## Can I trust how this PBE gap changes with volume?

**Question.** I have the band gap of wurtzite GaN at seven volumes. All cells have the same shape and differ only by uniform scaling:

Wurtzite GaN (four-atom cell, geometry as given, not relaxed), computed with GPAW 26.7.0 and PBE, without spin polarisation or spin–orbit coupling. PAW data sets gpaw-data 1.2.1, plane-wave cutoff 650 eV, 4 × 4 × 2 k mesh, Fermi–Dirac smearing of 0.001 eV. Both gaps are differences between PBE levels at the points of this mesh.

```tsv
volume (Å³/atom)	c/a	shortest distance (Å)	gap on mesh (eV)	direct gap on mesh (eV)
10.632	1.6245	1.898	2.497	2.497
10.858	1.6245	1.911	2.350	2.350
11.084	1.6245	1.924	2.207	2.207
11.310	1.6245	1.937	2.064	2.064
11.537	1.6245	1.950	1.926	1.926
11.763	1.6246	1.963	1.792	1.792
11.989	1.6245	1.975	1.657	1.657
```

The gap shrinks smoothly as the cell expands. I know that PBE gaps tend to be too small, but I mainly need the change with volume, to judge what strain does to the absorption edge. Does the error cancel in that change? If it doesn't, could I have seen it in these numbers, and can I repair it by adding one constant? The same runs include a G0W0 step, in case that helps.

**Answer.** Judged against G0W0, the error doesn't cancel, and the PBE column alone can't show you that. The column is smooth, and the gap is direct in every row, so nothing in it looks wrong. An error that varies gently with volume leaves a smooth curve smooth. To see it you need a better reference at more than one volume, and your G0W0 step supplies one.

Take the densest and the loosest cell. Between them the PBE gap falls by 0.84 eV, while the G0W0 gap falls from 4.16 to 2.99 eV, which is 1.17 eV. PBE therefore gives only about 72% of the G0W0 change. In practical terms, one percent more volume lowers the gap by about 0.07 eV in PBE and about 0.10 eV in G0W0.

### Testing the constant shift

Your repair can be tested without adjusting anything. At 11.310 Å³/atom the G0W0 gap exceeds the PBE gap by $3.564-2.064=1.500$ eV. Add this shift to the PBE gap of the densest cell:

$$2.497+1.500=3.997\ \text{eV}.$$

G0W0 gives 4.162 eV there, so the shifted gap is about 0.17 eV too small. In the loosest cell the same recipe gives a gap about 0.17 eV too large. The middle row agrees by construction and tests nothing.

This change of sign is the mark of a wrong slope. A shift taken at one volume goes wrong by roughly 0.06 eV for every two percent of volume that you move away from it. A constant factor fails too, because the ratio of the G0W0 gap to the PBE gap rises from 1.67 in the densest cell to 1.80 in the loosest. The printed output below gives the comparison for all seven rows.

### Why the gap shrinks at all

PBE gets the direction right, and the reason is ordinary bonding. The top of the valence band is mostly N 2p. The bottom of the conduction band is an antibonding mixture of s functions on Ga and N. Longer bonds weaken the antibonding interaction, so the conduction edge comes down relative to the valence edge. This assignment rests on general knowledge of such nitrides; the runs list no orbital weights that would confirm it here.

### Why PBE makes the gap too small

A band gap measured by removing and adding electrons is a difference of total energies: the cost of taking one electron out, less the energy gained by putting one in elsewhere. PBE replaces it by the difference of two levels in one common potential. Even the exact potential of this kind would leave out part of the gap, the derivative discontinuity, which is a jump of the potential when an electron is added to the filled bands. An approximate functional such as PBE has no such jump in its potential.

G0W0 keeps the PBE orbitals and corrects their energies. For each band edge,

$$\Delta E = Z\,(\Sigma_x+\Sigma_c-v_{xc}).$$

Here $v_{xc}$ is the PBE exchange-correlation potential averaged over the orbital, and $\Sigma_x$ is the bare exchange that replaces it. The correlation part $\Sigma_c$ contains mainly screening, the response of the other electrons to an added or missing charge. The factor $Z$, about 0.8 here, accounts for the dependence of $\Sigma_c$ on energy.

In the middle row, putting bare exchange in place of the PBE potential opens the gap by 7.99 eV. Correlation closes it again by 6.09 eV, because the surrounding electrons rearrange and make both removal and addition cheaper. What is left, reduced by $Z$, is the correction of 1.5 eV. The PBE error is thus the modest remainder of two large, opposing effects, and there is no reason for that remainder to stay the same when the bonds change.

### Why the error grows on compression

Now compress the loosest cell to the densest and watch each edge. The PBE potential term drops by 0.65 eV at the valence edge and by 0.23 eV at the conduction edge. Bare exchange drops by 0.85 eV at the valence edge but *rises* by 0.20 eV at the conduction edge. PBE pulls both edges down, whereas bare exchange pulls them apart.

The difference lies in what each quantity can know about an electron. The PBE potential at a point depends on the density there and on how it varies nearby. Compression raises the density, the potential deepens, and every orbital in that region feels it, whether filled or empty. Bare exchange depends on how an orbital overlaps with the filled ones. An electron at the valence top belongs to the filled N 2p bands. Around it, exchange clears away exactly one electron's worth of charge from the filled orbitals, which spares it that much repulsion. Squeezing those orbitals together is expected to bring the cleared charge closer to the electron, so the gain grows.

The orbital at the conduction edge is empty. For it, the charge that exchange removes in some places is added back in others, so the total is zero. Its exchange energy is only about half as large here, and it weakens slightly further on compression. The runs don't print the orbitals, so they can't say why it weakens.

Screening softens the effect without cancelling it. On compression the opening due to exchange grows by 0.63 eV, but the closing due to correlation grows by only 0.23 eV. This fits a simple rule: the wider the gap, the harder it is to polarise the electrons, so screening undoes a smaller share of the exchange. About 0.4 eV remains. The factor $Z$, which itself rises a little on compression, turns this into the 0.33 eV by which PBE falls further behind G0W0. Before correlation, most of the growth sits at the conduction edge: 0.43 eV, against 0.20 eV at the valence edge. Correlation takes back 0.28 eV at the conduction edge and nothing at the valence edge, which in the end supplies about three fifths of the 0.33 eV.

The same reasoning helps with a related semiconductor. Ask first whether the two edges differ in kind, one filled and compact, the other empty and spread out. Then ask whether the distortion changes how tightly the filled orbitals are packed. If both answers are yes, a correction taken at one geometry should be checked at another before it is reused.

### How far to trust the G0W0 gaps

G0W0 is the better level for a gap, but it isn't a measurement. These runs treat only three electrons per Ga atom as valence, so the Ga 3d shell is frozen. In the real crystal that shell pushes the N 2p levels up and narrows the gap. The PBE and G0W0 gaps both lack this push, so both are expected to come out wider than they would with the shell included. The push depends on the distance between Ga and N, so its absence can alter both slopes as well.

The G0W0 slope carries its own uncertainty. The k mesh is coarse; it contains the point where both band edges lie, but the self-energy also sums over the rest of the mesh. The cutoff of the screening calculation falls slightly as the cell grows, and the result is extrapolated. The energy dependence of the screening comes from a plasmon-pole model, which is a further approximation. The screening is also computed from the PBE levels. Their gap is too small, which is expected to make the screening too strong, so part of the PBE error can carry over into the G0W0 gap. No runs with other choices are available to show how much these matter. I would rely on the direction of the finding, that the PBE gap changes more slowly than the G0W0 gap, and treat the size of the difference as rough.

For your strain estimate, first check on a denser k mesh that the G0W0 slope holds. Then use G0W0 gaps at two or more volumes that bracket your range, and interpolate the correction between them. Remember also that these cells keep a fixed shape. A film strained in its plane changes its ratio of height to width, and the atoms inside the cell shift as well, so its gap needs a calculation at that geometry.

Numerical output:

```
Gaps in eV:
     row    PBE   G0W0  G0W0 less PBE  G0W0 over PBE  PBE plus middle-row shift  its miss
  10.632  2.497  4.162          1.665          1.667                      3.997   -0.1653
  10.858   2.35  3.963          1.613          1.686                       3.85   -0.1131
  11.084  2.207  3.764          1.557          1.705                      3.707  -0.05689
   11.31  2.064  3.564            1.5          1.727                      3.564         0
  11.537  1.926  3.371          1.445           1.75                      3.426   0.05504
  11.763  1.792   3.18          1.388          1.775                      3.292    0.1114
  11.989  1.657  2.989          1.332          1.804                      3.157    0.1677
Parts of the gap correction in eV:
     row  bare exchange for PBE potential  correlation part  sum before Z  valence edge shift  conduction edge shift
  10.632                            8.305             -6.22         2.085             -0.8207                 0.8439
  10.858                            8.197            -6.172         2.025             -0.7893                 0.8235
  11.084                            8.091            -6.131          1.96             -0.7539                 0.8031
   11.31                            7.986            -6.094         1.892             -0.7177                  0.782
  11.537                            7.884            -6.056         1.828             -0.6841                  0.761
  11.763                            7.781             -6.02         1.761             -0.6491                 0.7395
  11.989                             7.68            -5.986         1.694             -0.6154                 0.7171
Fall of the PBE gap from densest to loosest cell, eV: 0.84
Fall of the G0W0 gap from densest to loosest cell, eV: 1.173
PBE fall as a share of the G0W0 fall, percent: 71.61
PBE gap change per unit of ln volume, end to end, eV: -6.993
G0W0 gap change per unit of ln volume, end to end, eV: -9.765
PBE gap below G0W0 in the densest cell, percent: 40.01
PBE gap below G0W0 in the loosest cell, percent: 44.57
Growth of the gap correction on compression, loosest to densest, eV: 0.333
Change of PBE potential term at valence edge on compression, eV: -0.6494
Change of PBE potential term at conduction edge on compression, eV: -0.2275
Change of bare exchange at valence edge on compression, eV: -0.8473
Change of bare exchange at conduction edge on compression, eV: 0.1996
Growth of the exchange opening on compression, before Z, eV: 0.625
Growth of the closing by correlation on compression, before Z, eV: 0.2341
```
